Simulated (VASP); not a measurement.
# Al (Im-3m) in VASP: settings compared, part 2 of 2

VASP 6.6.1.

### 3 Relaxation of the atoms, r2SCANh (cell strained at random at fixed volume)

File POSCAR:

```
Al
1.0
   -1.5698040000      1.5648810000      1.5871000000
    1.5855660000     -1.5648700000      1.6028510000
    1.6062040000      1.6012700000     -1.5870890000
Al
1
Direct
    0.0394760000     -0.0238280000      0.0651460000
```

File INCAR.step1:

```
PREC = Accurate
ENCUT = 520
EDIFF = 1E-5
ISMEAR = 1
SIGMA = 0.1
LREAL = False
LASPH = True
NELM = 100
ALGO = Normal
LWAVE = True
LCHARG = False
GGA = PE
```

File INCAR.step2:

```
PREC = Accurate
ENCUT = 520
EDIFF = 1E-7
ISMEAR = 1
SIGMA = 0.1
LREAL = False
LASPH = True
NELM = 100
ALGO = Normal
ISIF = 2
LWAVE = False
LCHARG = False
METAGGA = R2SCAN
LHFCALC = True
AEXX = 0.1
LMIXTAU = True
PRECFOCK = Fast
IBRION = 2
NSW = 40
EDIFFG = -0.005
ISTART = 1
```

File KPOINTS:

```
regular mesh
0
Gamma
  6 6 6
```

Potentials or basis: VASP PAW PBE potentials, release 64 (Al).

Launch:

```bash
$ cat potpaw_PBE.64/Al/POTCAR > POTCAR
$ cp INCAR.step1 INCAR
$ mpirun -np 1 vasp_std > vasp.out
$ cp INCAR.step2 INCAR
$ mpirun -np 1 vasp_std > vasp.out
```

OUTCAR:

```text
PREC = Accurate
   ENCUT = 520
   EDIFF = 1E-7
   ISMEAR = 1
   LREAL = False
   LASPH = True
   NELM = 100
   ISIF = 2
   METAGGA = R2SCAN
   LHFCALC = True
   AEXX = 0.1
   PRECFOCK = Fast
   IBRION = 2
   NSW = 40
   EDIFFG = -0.005
   ISTART = 1

 ion  position               nearest neighbor table
   1  0.039  0.976  0.065-

  LATTYP: Found a triclinic cell.
 ALAT       =     7.0608781081
 B/A-ratio  =     0.6294283010
 C/A-ratio  =     0.3920444128
 COS(alpha) =     0.0025680054
 COS(beta)  =     0.2656072694
 COS(gamma) =     0.9467416864

  Lattice vectors:

 A1 = (   6.3471400000,  -3.0933510000,   0.0315130000)
 A2 = (   3.1553700000,  -3.1297510000,   0.0157510000)
 A3 = (   1.6062040000,   1.6012700000,  -1.5870890000)

Analysis of symmetry for initial positions (statically):
=====================================================================
 Subroutine PRICEL returns:
 Original cell was already a primitive cell.

 Routine SETGRP: Setting up the symmetry group for a
 triclinic supercell.

 Subroutine GETGRP returns: Found  2 space group operations
 (whereof  1 operations were pure point group operations)
 out of a pool of  2 trial point group operations.

The static configuration has the point symmetry C_1 .
 The point group associated with its full space group is S_2 .

Analysis of symmetry for dynamics (positions and initial velocities):
=====================================================================
 Subroutine PRICEL returns:
 Original cell was already a primitive cell.

 Routine SETGRP: Setting up the symmetry group for a
 triclinic supercell.

 Subroutine GETGRP returns: Found  2 space group operations
 (whereof  1 operations were pure point group operations)
 out of a pool of  2 trial point group operations.

The dynamic configuration has the point symmetry C_1 .
 The point group associated with its full space group is S_2 .

 Subroutine INISYM returns: Found  2 space group operations
 (whereof  1 operations are pure point group operations),
 and found     1 'primitive' translations

----------------------------------------------------------------------------------------

                                     Primitive cell

  volume of cell :      16.1157

  direct lattice vectors                    reciprocal lattice vectors
    -1.569804000  1.564881000  1.587100000    -0.005150826  0.315899034  0.313508801
     1.585566000 -1.564870000  1.602851000     0.311806197 -0.003585798  0.311943773
     1.606204000  1.601270000 -1.587089000     0.309752005  0.312279814 -0.001531605

  length of vectors
     2.726173794  2.744443292  2.768177812     0.445091562  0.441072420  0.439849215

  position of ions in fractional coordinates (direct lattice)
     0.039476000  0.976172000  0.065146000

  ion indices of the primitive-cell ions
   primitive index   ion index
                 1           1

----------------------------------------------------------------------------------------

 KPOINTS: regular mesh

Automatic generation of k-mesh.
 Grid dimensions read from file:
 generate k-points for:    6    6    6

[... 43 lines left out ...]
  0.500000  0.000000  0.166667      2.000000
 [... further k-points ...]
   k-points           NKPTS =    112   k-points in BZ     NKDIM =    216   number of bands    NBANDS=      5
   number of dos      NEDOS =    301   number of ions     NIONS =      1
   total plane-waves  NPLWV =   9600
   dimension x,y,z NGX =    20 NGY =   20 NGZ =   24
   dimension x,y,z NGXF=    40 NGYF=   40 NGZF=   48
   ions per type =               1
   NGX,Y,Z   is equivalent  to a cutoff of  12.20, 12.12, 14.41 a.u.
   NGXF,Y,Z  is equivalent  to a cutoff of  24.39, 24.23, 28.83 a.u.
 SYSTEM =  unknown system
   PREC   = accura    normal or accurate (medium, high low for compatibility)
   ISTART =      1    job   : 0-new  1-cont  2-samecut
   ICHARG =      0    charge: 1-file 2-atom 10-const
   ISPIN  =      1    spin polarized calculation?
   LNONCOLLINEAR =      F non collinear calculations
   LSORBIT =      F    spin-orbit coupling
   LASPH  =      T    aspherical Exc in radial PAW
   ENCUT  =  520.0 eV  38.22 Ry    6.18 a.u.   5.07  5.10  5.15*2*pi/ulx,y,z
   NELM   =    100;   NELMIN=  2; NELMDL=  0     # of ELM steps
   EDIFF  = 0.1E-06   stopping-criterion for ELM
   LREAL  =      F    real-space projection
   EDIFFG = -.5E-02   stopping-criterion for IOM
   NSW    =     40    number of steps for IOM
   IBRION =      2    ionic relax: 0-MD 1-quasi-New 2-CG
   NFREE  =      1    steps in history (QN), initial steepest desc. (CG)
   ISIF   =      2    stress and relaxation
   ISYM   =      3    0-nonsym 1-usesym 2-fastsym
   POTIM  = 0.5000    time-step for ionic-motion
   TEBEG  =    0.0;   TEEND  =   0.0 temperature during run
   PSTRESS=    0.0 pullay stress
   NELECT =       3.0000    total number of electrons
   NUPDOWN=      -1.0000    fix difference up-down
   EMIN   =  10.00;   EMAX   =-10.00  energy-range for DOS
   EFERMI =   0.00;   METHOD = LEGACY
   ISMEAR =     1;   SIGMA  =   0.10  broadening in eV -4-tet -1-fermi 0-gaus
   EFERMI_NEDOS =   21; number of points for ismear=-14 and -15
   IALGO  =     38    algorithm
   IMIX   =      1    mixing-type and parameters
     AMIX     =   0.40;   BMIX     =  1.00
     AMIX_MAG =   1.60;   BMIX_MAG =  1.00
  volume/ion in A,a.u.               =      16.12       108.75
  Fermi-wavevector in a.u.,A,eV,Ry     =   0.934757  1.766434 11.888369  0.873770
  Thomas-Fermi vector in A             =   2.061594
   LORBIT       =      0    0 simple, 1 ext, 2 COOP (PROOUT), +10 PAW based schemes
   METAGGA = R2SCAN    functional components
   LHFCALC =     T    Hartree Fock is set to
   PRECFOCK=fast      Normal, Fast or Accurate (Low or Medium for compatibility)
   ENCUT4O =  -1.0   cutoff for four orbital integrals eV
   NKREDX  =     1    reduce k-point grid by
   NKREDY  =     1    reduce k-point grid by
   NKREDZ  =     1    reduce k-point grid by
   AEXX    =    0.1000 exact exchange contribution
   HFSCREEN=    0.0000 screening length (either q_TF or 0.3 A-1)
   HFSCREENC=   0.0000 screening length for correlation (either q_TF or 0.3 A-1)
   ENCUTFOCK=  -1.0 apply spherical cutoff to Coloumb kernel
   IVDW    =     0    specifies the selected vdW correction
   LEPSILON=     F    determine dielectric tensor
   LRPA    =     F    only Hartree local field effects (RPA)
 conjugate gradient relaxation of ions
 non-spin polarized calculation
 Methfessel and Paxton  Order N= 1 SIGMA  =   0.10
  energy-cutoff  :      520.00
  volume of cell :       16.12
 maximum number of plane-waves:       446
  NGX = 12; NGY = 12; NGZ = 12

 number of electron       3.0000000 magnetization

 Free energy of the ion-electron system (eV)
  ---------------------------------------------------
  ext. energy  EPLUGINS =         0.00000000
  ---------------------------------------------------
  free energy    TOTEN  =        -6.65029455 eV

  energy without entropy =       -6.65031344  energy(sigma->0) =       -6.65030085

 E-fermi :   8.1973     XC(G=0): -10.0075

 val. band max:        8.1941934644   @ k =   0.3333  -0.1667   0.3333
 cond. band min:       8.3553257600   @ k =  -0.1667   0.3333   0.3333
 fundamental gap:      0.1611322956
 Fermi energy:         8.1973243287

 k-point     1 :       0.0000    0.0000    0.0000
  band No.  band energies     occupation
      1      -4.4458      2.00000
      2      22.7186      0.00000
      3      22.9173      0.00000
      4      23.1579      0.00000
      5      24.5975      0.00000
[... 177 lines left out ...]
 k-point    24 :       0.5000    0.0000    0.1667
  band No.  band energies     occupation
      1       1.7674      2.00000
      2       6.9277      2.00000
      3      12.1415      0.00000
      4      17.3716      0.00000
      5      22.2204      0.00000

 [... further k-points ...]

------------------------ aborting loop because EDIFF is reached ----------------------------------------

  FORCE on cell =-STRESS in cart. coord.  units (eV):
  Direction    XX          YY          ZZ          XY          YZ          ZX
  --------------------------------------------------------------------------------------
  -------------------------------------------------------------------------------------
  Total        0.1746355      0.1557219      0.0419114     -0.3501327     -0.0102872     -0.1985925
  in kB       17.3617506     15.4814127      4.1667104    -34.8091647     -1.0227254    -19.7434805
  external PRESSURE =      12.3366246 kB  Pullay stress =       0.0000000 kB

 VOLUME and BASIS-vectors are now :
 -----------------------------------------------------------------------------
  energy-cutoff  :      520.00
  volume of cell :       16.12
      direct lattice vectors                 reciprocal lattice vectors
    -1.569804000  1.564881000  1.587100000    -0.005150826  0.315899034  0.313508801
     1.585566000 -1.564870000  1.602851000     0.311806197 -0.003585798  0.311943773
     1.606204000  1.601270000 -1.587089000     0.309752005  0.312279814 -0.001531605

 POSITION                                       TOTAL-FORCE (eV/Angst)
 -----------------------------------------------------------------------------------
      1.59045     -1.36149      1.52392         0.000000     -0.000000     -0.000000
 -----------------------------------------------------------------------------------
    total drift:                               -0.000087      0.000078      0.000045

  FREE ENERGIE OF THE ION-ELECTRON SYSTEM (eV)
  ---------------------------------------------------
  free  energy   TOTEN  =        -6.6502945489 eV

  energy  without entropy=       -6.6503134373  energy(sigma->0) =       -6.65030085

 reached required accuracy - stopping structural energy minimisation
```

OSZICAR.step1:

```text
N       E                     dE             d eps       ncg     rms          rms(c)
DAV:   1    -0.177079640028E+01   -0.17708E+01   -0.86608E+02  1170   0.328E+02
DAV:   2    -0.369874242593E+01   -0.19279E+01   -0.17483E+01  1440   0.296E+01
DAV:   3    -0.371336248860E+01   -0.14620E-01   -0.14627E-01  1580   0.318E+00
DAV:   4    -0.371339977387E+01   -0.37285E-04   -0.37281E-04  1650   0.136E-01
DAV:   5    -0.371339981792E+01   -0.44052E-07   -0.43593E-07  1540   0.380E-03    0.127E+00
DAV:   6    -0.369928837392E+01    0.14111E-01   -0.17412E-03  1400   0.302E-01    0.733E-01
DAV:   7    -0.368945237642E+01    0.98360E-02   -0.52178E-03  1360   0.491E-01    0.144E-01
DAV:   8    -0.368944789122E+01    0.44852E-05   -0.31593E-05  1680   0.535E-02
   1 F= -.36894479E+01 E0= -.36893575E+01  d E =-.271062E-03
```

It took 3.1 min on 1 thread of Intel Xeon Platinum 8488C (Sapphire Rapids), shared host; peak memory 0.14 GiB.

What came out:

| Quantity | Value |
| --- | --- |
| Free energy | -6.6503 eV |
| Pressure after relaxing | 1.2 GPa |
| Band gap on the k mesh | none (metal or under the smearing width) |

Final structure:
```yaml
crystal:
  lattice:
    - [-1.56980, 1.56488, 1.58710]
    - [1.58557, -1.56487, 1.60285]
    - [1.60620, 1.60127, -1.58709]
  atoms:
    - { symbol: Al, position: [0.03948, 0.97617, 0.06515] }
```

Caveat: the k mesh is coarse (spacing up to 0.47 Å⁻¹), so the values aren't converged, least of all with exact exchange; the relaxation stopped at its first step, so nothing moved; the PAW data sets were made with another functional, which shifts forces and pressure a little.

### 4 For comparison

An earlier run on the cell as given: functional PBEsol; potentials or basis VASP PAW PBE potentials, release 64 (Al); cutoff 520 eV; k mesh 12 × 12 × 12; occupations fermi-dirac, width 0.05 eV; no spin polarisation.

* Pressure: 2.3 GPa
* Band gap on the k mesh: none (metal or under the smearing width)

### 5 Overview

```csv
task,level,spin,cell,k mesh,smearing,grid for exact exchange (PRECFOCK),exchange at q = 0,ladder,other keys,mesh quality,gap on the mesh (eV),pressure (GPa)
single point,optPBE-vdW,"collinear, ferromagnetic start",as given,8 × 8 × 8,fermi-dirac 0.1 eV,-,-,-,LREAL = Auto,not flagged,none,5.0
relaxation of the atoms,r2SCANh,off,atoms relaxed from: cell strained at random at fixed volume,6 × 6 × 6,methfessel-paxton 0.1 eV,Fast,default,-,-,coarse,none,1.2
single point,PBEsol,off,as given,12 × 12 × 12,fermi-dirac 0.05 eV,-,-,free,-,not flagged,none,2.3
```

Alike in all rows: potentials or basis VASP PAW PBE potentials, release 64 (Al); cutoff (eV) 520.

Caveats: some runs use coarse meshes; the PAW data sets were made with another functional, which shifts forces and pressure a little; the relaxation stopped at its first step, so nothing moved (some runs).

Absolute energies hang on the potentials; compare differences alone.
